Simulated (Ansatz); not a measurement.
# BaCaSn4O8: single points about a listed cell

Aim: see how energy, forces, stress and gap of BaCaSn4O8 answer to further strains and shifts, swapped elements. Nothing is relaxed unless a step says so.

Program: Ansatz 0.2.0. Level of theory: DFT PBE, scalar-relativistic, plane waves, PAW. These are calculated values, not measurements.

1 further run of the same task is left out (set aside as unsound or not needed).

### Step 1. The structure to begin with

Symmetry: P-31m, No. 162, trigonal system. The conventional cell has a = 6.126 Å, b = 6.126 Å, c = 7.063 Å, α = 90.00°, β = 90.00°, γ = 120.00°. Around Ba (site symmetry -3m) lie 6 O at 2.78 Å. Ca (site symmetry -3m) has 6 O at 2.38 Å as nearest neighbours. Around Sn (site symmetry 3) lie 4 O at 2.02 to 2.13 Å. Around O (site symmetry m) lie 2 Sn at 2.13 Å and 1 Ca at 2.38 Å and 1 Ba at 2.78 Å. Around O (site symmetry 32) lie 2 Sn at 2.02 Å.

Coordinates:

```cif
data_structure
_symmetry_space_group_name_H-M 'P-31m'
_symmetry_Int_Tables_number 162
_cell_length_a 6.1257
_cell_length_b 6.1257
_cell_length_c 7.0629
_cell_angle_alpha 90.000
_cell_angle_beta 90.000
_cell_angle_gamma 120.000
_cell_volume 229.53
loop_
_atom_site_label
_atom_site_type_symbol
_atom_site_symmetry_multiplicity
_atom_site_Wyckoff_symbol
_atom_site_fract_x
_atom_site_fract_y
_atom_site_fract_z
_atom_site_occupancy
Ba1 Ba 1 a 0.00000 0.00000 0.00000 1
Ca1 Ca 1 b 0.00000 0.00000 0.50000 1
Sn1 Sn 4 h 0.33333 0.66667 0.71436 1
O1 O 6 k 0.30535 0.30535 0.70842 1
O2 O 2 c 0.33333 0.66667 0.00000 1
```

The structure comes from the Materials Project (structure only).

### Step 2. One element swapped, cell strained: Sn → Ge, first probe

The change: Ge takes all sites of Sn, and lengths are scaled by 0.969 as a first guess of the size; strain xx, yy, zz, yz, xz, xy = -0.5, -0.5, -0.5, +0.0, +0.0, +0.0 %.

The input, input.yaml:

```yaml
crystal:
  lattice:
    - [5.9086444609, 0.0, 0.0]
    - [-2.9543222304, 5.117036205, 0.0]
    - [0.0, 0.0, 6.8125759276]
  atoms:
    - { symbol: Ba, position: [0.0, 0.0, 0.0] }
    - { symbol: Ca, position: [0.0, 0.0, 0.5] }
    - { symbol: Ge, position: [0.3333333333, 0.6666666667, 0.714356] }
    - { symbol: Ge, position: [0.6666666667, 0.3333333333, 0.714356] }
    - { symbol: Ge, position: [0.3333333333, 0.6666666667, 0.285644] }
    - { symbol: Ge, position: [0.6666666667, 0.3333333333, 0.285644] }
    - { symbol: O, position: [0.305352, 0.305352, 0.708421] }
    - { symbol: O, position: [0.694648, 0.0, 0.708421] }
    - { symbol: O, position: [0.0, 0.694648, 0.708421] }
    - { symbol: O, position: [0.694648, 0.694648, 0.291579] }
    - { symbol: O, position: [0.0, 0.305352, 0.291579] }
    - { symbol: O, position: [0.305352, 0.0, 0.291579] }
    - { symbol: O, position: [0.3333333333, 0.6666666667, 0.0] }
    - { symbol: O, position: [0.6666666667, 0.3333333333, 0.0] }
basis:
  ecutwfc: 420
kpoints:
  mp_grid: { grid: [6, 6, 4] }
hamiltonian:
  xc: pbe
scf:
  occupations: { method: gaussian, width: 0.1 }
output:
  forces: true
  stress: true
  eigenvalues: true
```

Launch:

```
$ ansatz run input.yaml --threads 2 --pin off --max-ram 3584MiB --backend cpu --events-out ev --progress --plain --runs-dir out
```

### Step 3. Substitution of an element, cell strained: Sn → Ge

input.yaml, as its differences from that of step 2:

```diff
@@ -23,3 +23,3 @@
 kpoints:
-  mp_grid: { grid: [6, 6, 4] }
+  mp_grid: { grid: [6, 6, 6] }
 hamiltonian:
```

### Step 4. A change within a subgroup

The input, input.yaml:

```yaml
crystal:
  lattice:
    - [6.0207510088, 0.0, 0.0]
    - [-3.0103755044, 5.2141233235, 0.0]
    - [0.0, 0.0, 7.3656065083]
  atoms:
    - { symbol: Ba, position: [0.0, 0.0, -0.0093227235] }
    - { symbol: Ca, position: [0.0, 0.0, 0.4945884769] }
    - { symbol: Sn, position: [0.3333333333, 0.6666666667, 0.7103334159] }
    - { symbol: Sn, position: [0.6666666667, 0.3333333333, 0.7077055756] }
    - { symbol: Sn, position: [0.3333333333, 0.6666666667, 0.2836425657] }
    - { symbol: Sn, position: [0.6666666667, 0.3333333333, 0.2793187758] }
    - { symbol: O, position: [0.3165287503, 0.3069100139, 0.7109301441] }
    - { symbol: O, position: [0.6930899861, 0.0096187364, 0.7109301441] }
    - { symbol: O, position: [-0.0096187364, 0.6834712497, 0.7109301441] }
    - { symbol: O, position: [0.6903732381, 0.6889043999, 0.2904222198] }
    - { symbol: O, position: [-0.0014688382, 0.3096267619, 0.2904222198] }
    - { symbol: O, position: [0.3110956001, 0.0014688382, 0.2904222198] }
    - { symbol: O, position: [0.3333333333, 0.6666666667, 0.0118308108] }
    - { symbol: O, position: [0.6666666667, 0.3333333333, 0.0178460111] }
basis:
  ecutwfc: 420
kpoints:
  mp_grid: { grid: [6, 6, 4] }
hamiltonian:
  xc: pbe
scf:
  occupations: { method: gaussian, width: 0.1 }
output:
  forces: true
  stress: true
  eigenvalues: true
```

### Step 5. Relaxing from there

input.yaml, as its differences from that of step 4:

```diff
@@ -32 +32,6 @@
   eigenvalues: true
+relax:
+  adjacent_minimum: "off"
+  f_tol: 0.02
+  max_steps: 40
+  cell: { stress_tol: 0.1 }
```

Before running it: what results should come out? Wanted: for each run, case; energy; pressure; largest force.

As calculated:

```
step                                                case  energy (meV/atom)  pressure (GPa)  largest force (eV/Å)  gap on the mesh (eV)
                                listed cell, run earlier                  0            -0.5                  0.04                  0.00
   3  substitution of an element, cell strained: Sn → Ge                n/a            -7.7                  1.55                  0.00
   4                          a change within a subgroup             +55.7*             1.0                  2.61                  0.00
   5                        relaxed from the step before            timeout
```

Energies are counted from the listed cell, with the smearing taken to zero; a star marks another k mesh, which can shift energies by itself, so starred rows don't rank against the others. Other atoms or functionals have another zero of energy (n/a). A gap of 0.00 means none on the mesh at this level.

**Reading.** At the listed geometry the pressure is -0.5 GPa and the largest force 0.04 eV/Å: close to this functional's equilibrium. No comparable point lies below the listed cell.
